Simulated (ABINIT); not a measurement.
Crystal: BAs.

```
As B
1.0
     0.00000    2.38850    2.38850
     2.38850    0.00000    2.38850
     2.38850    2.38850    0.00000
As B
1 1
Direct
  0.75000 0.75000 0.75000
  0.00000 0.00000 0.00000
```

Base run:

```yaml
Program: ABINIT 10.8.3 (patched build)
Functional: PBEsol
Potentials_or_basis: JTH PAW PBE v2.0
Cutoff: 408 eV
k_mesh: 10 × 10 × 10
Occupations: fermi-dirac, width 0.05 eV
Spin: spin-orbit coupling, no magnetisation
```

Its results: band gap on the k mesh 1.02 eV, indirect (least direct gap 3.04 eV); pressure -0.7 GPa.

After a change of settings the same cell gave: band gap on the k mesh 1.35 eV, indirect (least direct gap 3.07 eV); pressure 2.5 GPa. Which change was it?
A. functional from PBEsol to revPBE; spin from spin-orbit coupling, no magnetisation to no spin polarisation
B. functional from PBEsol to LDA-PZ; potentials or basis from JTH PAW PBE v2.0 to JTH PAW LDA v2.0
C. functional from PBEsol to HCTH407
D. functional from PBEsol to HLE16; spin from spin-orbit coupling, no magnetisation to no spin polarisation

C.

Caveats: the PAW data sets were made with another functional, which shifts forces and pressure a little.

Runs at the PBE level aren't shown here.
